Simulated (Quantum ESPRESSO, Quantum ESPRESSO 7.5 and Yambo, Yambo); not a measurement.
## CdTe (F-43m): G0W0 with Yambo, start to end

How does a plane-wave GW calculation on CdTe (F-43m) run from the first input to the gap?

Program: Quantum ESPRESSO 7.5 and Yambo 5.3.0. Level of theory: PBE and many-body steps on it, plane waves. Results are calculated unless marked as measured.

The database entry behind the starting cell differs from later determinations by our own check (an axis about 1.1 % short against later determinations), so it need not match the best structure at ambient conditions.

### Step 1. The starting structure

Symmetry: F-43m, No. 216, cubic system. The conventional cell has a = 6.410 Å, b = 6.410 Å, c = 6.410 Å, α = 90.00°, β = 90.00°, γ = 90.00°. Nearest to Cd lie 4 Te at 2.78 Å. Nearest to Te lie 4 Cd at 2.78 Å. Farther neighbours and most contacts between anions are not listed.

Coordinates:

```cif
data_structure
_symmetry_space_group_name_H-M 'F-43m'
_symmetry_Int_Tables_number 216
_cell_length_a 6.4100
_cell_length_b 6.4100
_cell_length_c 6.4100
_cell_angle_alpha 90.000
_cell_angle_beta 90.000
_cell_angle_gamma 90.000
_cell_volume 263.37
loop_
_atom_site_label
_atom_site_type_symbol
_atom_site_symmetry_multiplicity
_atom_site_Wyckoff_symbol
_atom_site_fract_x
_atom_site_fract_y
_atom_site_fract_z
_atom_site_occupancy
Cd1 Cd 4 a 0.00000 0.00000 0.00000 1
Te1 Te 4 d 0.25000 0.25000 0.75000 1
```

The cell and positions come from the Crystallography Open Database and are kept as given unless a step says otherwise. Spin-orbit coupling is left out unless a step names it.

### Step 2. Ground state

This step: Quantum ESPRESSO 7.5; DFT, PBE, plane waves, norm-conserving pseudopotentials.

The ground-state density comes first.

Input file pw.in:

```
&control
  calculation = 'scf'
  prefix = 'x'
  outdir = 'o'
  pseudo_dir = 'pseudo'
/
&system
  ibrav = 0
  nat = 2
  ntyp = 2
  ecutwfc = 94.0
  nbnd = 27
  force_symmorphic = .true.
/
&electrons
  conv_thr = 1e-10
  electron_maxstep = 80
  mixing_beta = 0.5
/
ATOMIC_SPECIES
  Cd 112.41 Cd.upf
  Te 127.6 Te.upf
CELL_PARAMETERS angstrom
  -0.0000000000 3.2050000000 3.2050000000
  3.2050000000 -0.0000000000 3.2050000000
  3.2050000000 3.2050000000 -0.0000000000
ATOMIC_POSITIONS crystal
  Cd 0.0000000000 0.0000000000 0.0000000000
  Te 0.2500000000 0.2500000000 0.2500000000
K_POINTS automatic
  6 6 6 0 0 0
```

Command:

```sh
$ OMP_NUM_THREADS=1 mpirun -n 4 pw.x -nk 4 -in pw.in > pw.out
```

The program printed:

```text
Program PWSCF v.7.5 starts

     This program is part of the open-source Quantum ESPRESSO suite
     for quantum simulation of materials; please cite
         "P. Giannozzi et al., J. Phys.:Condens. Matter 21 395502 (2009);
         "P. Giannozzi et al., J. Phys.:Condens. Matter 29 465901 (2017);
         "P. Giannozzi et al., J. Chem. Phys. 152 154105 (2020);
     in publications or presentations arising from this work. More details at
     Message from routine setup:
     using ibrav=0 with symmetry is DISCOURAGED, use correct ibrav instead

     G-vector sticks info

     bravais-lattice index     =            0
     lattice parameter (alat)  =       8.5653  a.u.
     unit-cell volume          =     444.3352 (a.u.)^3
     number of atoms/cell      =            2
     number of atomic types    =            2
     number of electrons       =        44.00
     number of Kohn-Sham states=           27
     kinetic-energy cutoff     =      94.0000  Ry
     charge density cutoff     =     376.0000  Ry
     scf convergence threshold =      1.0E-10
     mixing beta               =       0.5000
     number of iterations used =            8  plain     mixing
     Exchange-correlation= PBE
                           (   1   4   3   4   0   0   0)

     celldm(1)=   8.565287  celldm(2)=   0.000000  celldm(3)=   0.000000
     celldm(4)=   0.000000  celldm(5)=   0.000000  celldm(6)=   0.000000

     crystal axes: (cart. coord. in units of alat)
               a(1) = (  -0.000000   0.707107   0.707107 )
               a(2) = (   0.707107  -0.000000   0.707107 )
               a(3) = (   0.707107   0.707107  -0.000000 )

     reciprocal axes: (cart. coord. in units 2 pi/alat)
               b(1) = ( -0.707107  0.707107  0.707107 )
               b(2) = (  0.707107 -0.707107  0.707107 )
               b(3) = (  0.707107  0.707107 -0.707107 )
     Pseudo is Norm-conserving + core correction, Zval = 20.0
     Generated using ONCVPSP code by D. R. Hamann
     Using radial grid of 1368 points,  6 beta functions with:
     Pseudo is Norm-conserving + core correction, Zval = 24.0
     Generated using ONCVPSP code by D. R. Hamann
     Using radial grid of 1294 points,  8 beta functions with:
     Cd               20.00   112.41000     Cd( 1.00)
     Te               24.00   127.60000     Te( 1.00)

     24 Sym. Ops. (no inversion) found

   Cartesian axes

     site n.     atom                  positions (alat units)
         1        Cd     tau(   1) = (   0.0000000   0.0000000   0.0000000  )
         2        Te     tau(   2) = (   0.3535534   0.3535534   0.3535534  )

     number of k points=    16
                       cart. coord. in units 2pi/alat
        k(    1) = (   0.0000000   0.0000000   0.0000000), wk =   0.0092593
        k(    2) = (   0.1178511   0.1178511  -0.1178511), wk =   0.0740741
        k(    3) = (   0.2357023   0.2357023  -0.2357023), wk =   0.0740741
        k(    4) = (  -0.3535534  -0.3535534   0.3535534), wk =   0.0370370
        k(    5) = (   0.2357023   0.0000000  -0.0000000), wk =   0.0555556
        k(    6) = (   0.3535534   0.1178511  -0.1178511), wk =   0.2222222
        k(    7) = (  -0.2357023  -0.4714045   0.4714045), wk =   0.2222222
        k(    8) = (  -0.1178511  -0.3535534   0.3535534), wk =   0.2222222
        k(    9) = (   0.0000000  -0.2357023   0.2357023), wk =   0.1111111
        k(   10) = (   0.4714045   0.0000000  -0.0000000), wk =   0.0555556
     [... 4 further rows ...]
        k(   15) = (  -0.1178511  -0.3535534   0.5892557), wk =   0.2222222
        k(   16) = (  -0.7071068   0.2357023   0.0000000), wk =   0.1111111

     Dense  grid:    54769 G-vectors     FFT dimensions: (  54,  54,  54)

     Initial potential from superposition of free atoms

     starting charge      43.9996, renormalised to      44.0000
     Starting wfcs are   23 randomized atomic wfcs +    4 random wfcs

     per-process dynamical memory:    46.9 Mb

     Self-consistent Calculation

     iteration #  1     ecut=    94.00 Ry     beta= 0.50

     Threshold (ethr) on eigenvalues was too large:
     Diagonalizing with lowered threshold

     total energy              =    -911.70974176 Ry
     estimated scf accuracy    <       0.05366683 Ry

     iteration #  2     ecut=    94.00 Ry     beta= 0.50

     total energy              =    -911.72225885 Ry
     estimated scf accuracy    <       0.00635684 Ry

     iteration #  3     ecut=    94.00 Ry     beta= 0.50

     total energy              =    -911.72317773 Ry
     estimated scf accuracy    <       0.00077282 Ry

     iteration #  4     ecut=    94.00 Ry     beta= 0.50

     total energy              =    -911.72324100 Ry
     estimated scf accuracy    <       0.00003868 Ry

     iteration #  5     ecut=    94.00 Ry     beta= 0.50

     total energy              =    -911.72324692 Ry
     estimated scf accuracy    <       0.00000210 Ry

     iteration #  6     ecut=    94.00 Ry     beta= 0.50

     total energy              =    -911.72324753 Ry
     estimated scf accuracy    <       0.00000019 Ry

     iteration #  7     ecut=    94.00 Ry     beta= 0.50

     total energy              =    -911.72324758 Ry
     estimated scf accuracy    <       0.00000004 Ry

     iteration #  8     ecut=    94.00 Ry     beta= 0.50

     total energy              =    -911.72324759 Ry
     estimated scf accuracy    <          1.3E-09 Ry

     iteration #  9     ecut=    94.00 Ry     beta= 0.50

     End of self-consistent calculation

          k = 0.0000 0.0000 0.0000 (  6855 PWs)   bands (ev):

  -150.0291-100.0567-100.0567-100.0567 -93.4912 -54.5465 -54.5465 -54.5465
   -27.3358 -27.3358 -27.3358 -27.3269 -27.3269  -2.6007   0.3688   0.3688
     0.3688   0.6540   0.6540   8.7674   8.7674   8.7674   9.6374  13.3640
    13.3640  13.3640  16.2716

          k = 0.1179 0.1179-0.1179 (  6825 PWs)   bands (ev):

  -150.0291-100.0567-100.0567-100.0567 -93.4912 -54.5465 -54.5464 -54.5464
   -27.3358 -27.3357 -27.3357 -27.3267 -27.3267  -2.4931   0.3894   0.3894
     0.4553   0.6527   0.6527   6.9900   8.5239   8.5239  10.7061  13.5184
    13.7176  13.7176  17.3177

          k = 0.2357 0.2357-0.2357 (  6814 PWs)   bands (ev):

  -150.0291-100.0567-100.0567-100.0567 -93.4912 -54.5465 -54.5464 -54.5464
   -27.3359 -27.3356 -27.3356 -27.3266 -27.3266  -2.2777   0.4247   0.4247
     0.6571   0.6571   0.7547   5.0584   8.1193   8.1193  10.7398  14.0060
    14.0060  15.1200  16.8427

          k =-0.3536-0.3536 0.3536 (  6850 PWs)   bands (ev):

     [... further k-points ...]

     highest occupied, lowest unoccupied level (ev):     8.7674    9.6374

!    total energy              =    -911.72324759 Ry
     estimated scf accuracy    <          4.0E-11 Ry

     The total energy is the sum of the following terms:
     one-electron contribution =    -695.46529858 Ry
     hartree contribution      =     337.55205627 Ry
     xc contribution           =    -120.83540208 Ry
     ewald contribution        =    -432.97460320 Ry

     convergence has been achieved in   9 iterations

     XML data file, charge density, pseudopotentials, collected wavefunctions

=------------------------------------------------------------------------------=
   JOB DONE.
=------------------------------------------------------------------------------=
```

Elapsed: 18 s, on 4 MPI ranks of Arm Neoverse V1, shared host; peak memory 0.39 GiB.

This step gave:

* total energy: -12404.6267 eV
* gap: 0.8701 eV
* k of the valence top: 0, 0, 0
* k of the conduction bottom: 0, 0, 0
* least direct gap: 0.8701 eV

The gap is direct, at Γ.

### Step 3. Bands along the symmetry lines

The cheap functional maps the bands first; the places of the edges decide which points the dearer methods must see.

Input file pw.in:

```
&control
  calculation = 'bands'
  prefix = 'x'
  outdir = 'o'
  pseudo_dir = 'pseudo'
/
&system
  ibrav = 0
  nat = 2
  ntyp = 2
  ecutwfc = 94.0
  nbnd = 28
  force_symmorphic = .true.
/
&electrons
  conv_thr = 1e-9
  electron_maxstep = 80
  diago_full_acc = .true.
  diago_thr_init = 5e-6
/
ATOMIC_SPECIES
  Cd 112.41 Cd.upf
  Te 127.6 Te.upf
CELL_PARAMETERS angstrom
  -0.0000000000 3.2050000000 3.2050000000
  3.2050000000 -0.0000000000 3.2050000000
  3.2050000000 3.2050000000 -0.0000000000
ATOMIC_POSITIONS crystal
  Cd 0.0000000000 0.0000000000 0.0000000000
  Te 0.2500000000 0.2500000000 0.2500000000
K_POINTS crystal
  50
  0.00000000 0.00000000 0.00000000 1
  -0.06250000 -0.06250000 0.00000000 1
  -0.12500000 -0.12500000 0.00000000 1
  -0.18750000 -0.18750000 0.00000000 1
  -0.25000000 -0.25000000 0.00000000 1
  -0.31250000 -0.31250000 0.00000000 1
  -0.37500000 -0.37500000 0.00000000 1
  -0.43750000 -0.43750000 0.00000000 1
  -0.50000000 -0.50000000 0.00000000 1
  -0.48437500 -0.48437500 0.03125000 1
  -0.46875000 -0.46875000 0.06250000 1
  -0.45312500 -0.45312500 0.09375000 1
  -0.43750000 -0.43750000 0.12500000 1
  -0.42187500 -0.42187500 0.15625000 1
  -0.40625000 -0.40625000 0.18750000 1
  -0.39062500 -0.39062500 0.21875000 1
  -0.37500000 -0.37500000 0.25000000 1
  -0.37500000 0.00000000 0.37500000 1
  -0.32812500 0.00000000 0.32812500 1
  -0.28125000 0.00000000 0.28125000 1
  -0.23437500 0.00000000 0.23437500 1
  -0.18750000 0.00000000 0.18750000 1
  -0.14062500 0.00000000 0.14062500 1
  -0.09375000 0.00000000 0.09375000 1
  -0.04687500 0.00000000 0.04687500 1
  0.00000000 0.00000000 0.00000000 1
  0.00000000 0.00000000 0.06250000 1
  0.00000000 0.00000000 0.12500000 1
  0.00000000 0.00000000 0.18750000 1
  0.00000000 0.00000000 0.25000000 1
  0.00000000 0.00000000 0.31250000 1
  0.00000000 0.00000000 0.37500000 1
  0.00000000 0.00000000 0.43750000 1
  0.00000000 0.00000000 0.50000000 1
  -0.06250000 -0.03125000 0.46875000 1
  -0.12500000 -0.06250000 0.43750000 1
  -0.18750000 -0.09375000 0.40625000 1
  -0.25000000 -0.12500000 0.37500000 1
  -0.31250000 -0.15625000 0.34375000 1
  -0.37500000 -0.18750000 0.31250000 1
  -0.43750000 -0.21875000 0.28125000 1
  -0.50000000 -0.25000000 0.25000000 1
  -0.50000000 -0.28125000 0.21875000 1
  -0.50000000 -0.31250000 0.18750000 1
  -0.50000000 -0.34375000 0.15625000 1
  -0.50000000 -0.37500000 0.12500000 1
  -0.50000000 -0.40625000 0.09375000 1
  -0.50000000 -0.43750000 0.06250000 1
  -0.50000000 -0.46875000 0.03125000 1
  -0.50000000 -0.50000000 0.00000000 1
```

The program printed:

```text
[banner, memory and clock lines left out]
Program PWSCF v.7.5 starts

     Atomic positions and unit cell read from directory:
     o/x.save/

     Message from routine setup:
     using ibrav=0 with symmetry is DISCOURAGED, use correct ibrav instead

     G-vector sticks info

     bravais-lattice index     =            0
     lattice parameter (alat)  =       8.5653  a.u.
     unit-cell volume          =     444.3352 (a.u.)^3
     number of atoms/cell      =            2
     number of atomic types    =            2
     number of electrons       =        44.00
     number of Kohn-Sham states=           28
     kinetic-energy cutoff     =      94.0000  Ry
     charge density cutoff     =     376.0000  Ry
     Exchange-correlation= PBE
                           (   1   4   3   4   0   0   0)

     celldm(1)=   8.565287  celldm(2)=   0.000000  celldm(3)=   0.000000
     celldm(4)=   0.000000  celldm(5)=   0.000000  celldm(6)=   0.000000

     crystal axes: (cart. coord. in units of alat)
               a(1) = (  -0.000000   0.707107   0.707107 )
               a(2) = (   0.707107  -0.000000   0.707107 )
               a(3) = (   0.707107   0.707107  -0.000000 )

     reciprocal axes: (cart. coord. in units 2 pi/alat)
               b(1) = ( -0.707107  0.707107  0.707107 )
               b(2) = (  0.707107 -0.707107  0.707107 )
               b(3) = (  0.707107  0.707107 -0.707107 )
     Pseudo is Norm-conserving + core correction, Zval = 20.0
     Generated using ONCVPSP code by D. R. Hamann
     Using radial grid of 1368 points,  6 beta functions with:
     Pseudo is Norm-conserving + core correction, Zval = 24.0
     Generated using ONCVPSP code by D. R. Hamann
     Using radial grid of 1294 points,  8 beta functions with:
     Cd               20.00   112.41000     Cd( 1.00)
     Te               24.00   127.60000     Te( 1.00)

     24 Sym. Ops. (no inversion) found

   Cartesian axes

     site n.     atom                  positions (alat units)
         1        Cd     tau(   1) = (   0.0000000   0.0000000   0.0000000  )
         2        Te     tau(   2) = (   0.3535534   0.3535534   0.3535534  )

     number of k points=    50
                       cart. coord. in units 2pi/alat
        k(    1) = (   0.0000000   0.0000000   0.0000000), wk =   0.0400000
        k(    2) = (   0.0000000   0.0000000  -0.0883883), wk =   0.0400000
        k(    3) = (   0.0000000   0.0000000  -0.1767767), wk =   0.0400000
[...]
[... 38 further rows ...]
        k(   49) = (   0.0441942  -0.0000000  -0.7071068), wk =   0.0400000
        k(   50) = (   0.0000000   0.0000000  -0.7071068), wk =   0.0400000

     Dense  grid:    54769 G-vectors     FFT dimensions: (  54,  54,  54)

     The potential is recalculated from file :
     o/x.save/charge-density

     Starting wfcs are   23 randomized atomic wfcs +    5 random wfcs

     Band Structure Calculation

     End of band structure calculation

          k = 0.0000 0.0000 0.0000 (  6855 PWs)   bands (ev):

  -150.0291-100.0567-100.0567-100.0567 -93.4913 -54.5465 -54.5465 -54.5465
   -27.3358 -27.3358 -27.3358 -27.3268 -27.3268  -2.6007   0.3688   0.3688
     0.3688   0.6540   0.6540   8.7674   8.7674   8.7674   9.6374  13.3640
    13.3640  13.3640  16.2717  18.3045

          k = 0.0000 0.0000-0.0884 (  6831 PWs)   bands (ev):

  -150.0291-100.0567-100.0567-100.0567 -93.4913 -54.5465 -54.5465 -54.5465
   -27.3358 -27.3357 -27.3357 -27.3268 -27.3268  -2.5790   0.3750   0.3750
[...]
13.5251  13.5251  16.5742  17.4804

          k = 0.0000 0.0000-0.1768 (  6839 PWs)   bands (ev):

  -150.0291-100.0567-100.0567-100.0567 -93.4913 -54.5465 -54.5465 -54.5465
[...]
13.9615  13.9616  16.4498  17.4212

          k =-0.0000 0.0000-0.2652 (  6843 PWs)   bands (ev):

[...]
k = 0.0000 0.0000-0.3536 (  6843 PWs)   bands (ev):

[...]
k = 0.0000-0.0000-0.4419 (  6855 PWs)   bands (ev):

[...]
k =-0.0000 0.0000-0.5303 (  6866 PWs)   bands (ev):

[...]
k = 0.0000-0.0000-0.6187 (  6842 PWs)   bands (ev):

[...]
k = 0.5303-0.0000-0.5303 (  6861 PWs)   bands (ev):

[...]
k = 0.0000 0.0000 0.0000 (  6855 PWs)   bands (ev):

[...]
k = 0.1326 0.0000-0.7071 (  6852 PWs)   bands (ev):

[...]
k = 0.0884-0.0000-0.7071 (  6854 PWs)   bands (ev):

[...]
k = 0.0442-0.0000-0.7071 (  6836 PWs)   bands (ev):

  -150.0291-100.0567-100.0567-100.0567 -93.4913 -54.5466 -54.5466 -54.5466
[...]
17.6036  17.9036  18.1774  19.8078

          k = 0.0000 0.0000-0.7071 (  6838 PWs)   bands (ev):

  -150.0291-100.0567-100.0567-100.0567 -93.4913 -54.5466 -54.5466 -54.5466
   -27.3365 -27.3352 -27.3352 -27.3269 -27.3262  -2.0420   0.5337   0.5502
     0.5502   0.6871   1.1836   4.3052   6.7924   6.7924  11.3093  11.4393
    17.7737  18.0815  18.0815  19.7585

     XML data file, pseudopotentials, collected wavefunctions
```

It took 13 s on 4 MPI ranks; peak memory 0.31 GiB; 53 s of CPU time.

Numbers from this step:

- gap: 0.8701 eV
- k of the valence top: 0, 0, 0
- k of the conduction bottom: 0, 0, 0
- least direct gap: 0.8701 eV

The gap is 0.870 eV, as in the run before at this level.

Electronic bands along the path, in eV, zero at the top of the highest filled band:

| point | band 19 | band 20 | band 21 | band 22 | band 23 | band 24 | band 25 | band 26 |
| --- | --- | --- | --- | --- | --- | --- | --- | --- |
| Γ | -8.11 | 0.00 | 0.00 | 0.00 | 0.87 | 4.60 | 4.60 | 4.60 |
| halfway | -8.09 | -2.72 | -1.15 | -1.15 | 2.98 | 3.34 | 6.55 | 6.55 |
| X | -7.58 | -4.46 | -1.98 | -1.98 | 2.54 | 2.67 | 9.01 | 9.31 |
| halfway | -7.56 | -4.43 | -2.28 | -1.89 | 2.67 | 3.24 | 8.22 | 8.61 |
| U | -7.53 | -4.36 | -2.70 | -1.64 | 2.88 | 4.57 | 7.42 | 7.55 |
| jump to K | -7.53 | -4.36 | -2.70 | -1.64 | 2.88 | 4.57 | 7.42 | 7.55 |
| halfway | -8.05 | -3.10 | -1.58 | -0.48 | 2.92 | 4.92 | 5.33 | 5.45 |
| Γ | -8.11 | 0.00 | 0.00 | 0.00 | 0.87 | 4.60 | 4.60 | 4.60 |
| halfway | -8.11 | -2.81 | -0.46 | -0.46 | 2.05 | 5.17 | 5.17 | 5.43 |
| L | -7.73 | -4.61 | -0.82 | -0.82 | 1.86 | 5.20 | 5.20 | 7.09 |
| halfway | -7.63 | -4.40 | -2.17 | -1.34 | 3.31 | 4.57 | 6.04 | 7.29 |
| W | -7.49 | -4.34 | -2.45 | -2.33 | 4.37 | 4.68 | 5.61 | 6.30 |
| halfway | -7.54 | -4.40 | -2.22 | -2.16 | 3.27 | 3.35 | 7.56 | 7.65 |
| X | -7.58 | -4.46 | -1.98 | -1.98 | 2.54 | 2.67 | 9.01 | 9.31 |

The electronic bands as a text plot (rows in eV, shown from -8.0 to 6.9 only):

```
    6.5 |     ++           +                   +         ++++
    5.9 |    +              ++++             ++      ++++  +
    5.3 |  ++              ++++++++++      ++++++++++    ++
    4.7 |++               +     ++++++++++++        ++++++++
    4.1 |  ++            +                              +++++
    3.4 |    +++++     ++   ++++                      ++     +
    2.8 |    +++++++++++++++    +++                  +        +++
    2.2 |  ++                      ++      +++++  +++
    1.6 | +                          +   ++     ++
    1.0 |+                            +++
    0.4 |
   -0.3 |****                   *************
   -0.9 |    ***            **** **  *       *********
   -1.5 |  **   ***      ***    *  **    **         ****
   -2.1 |    *     ******     ** **        *          * *********
   -2.7 |     **         *****              *          *****
   -3.4 |       **              *            **
   -4.0 |         *        *****               *
   -4.6 |          ********                     *****************
   -5.2 |
   -5.8 |
   -6.5 |
   -7.1 |
   -7.7 |       ****************               ******************
         Γ           X  U|K            Γ         L        W     X
```

(Part 1 of 3 ends here.)

[Paths, hosts, dates, memory and timing lines, banners, echoed tables and standing remarks are left out of the program output.]

[Logs are printed without paths, hosts, clocks, repeated set-up lines and the standing remarks that a program may print on its own settings, such as how far it seeks lower states.]

[Runs of the session that timed out or met a known fault of the program may be left out.]

[Hosts, paths, dates, database ids (printed as entryN), source tags and the programs' standing remarks are cut or masked in the printed files.]
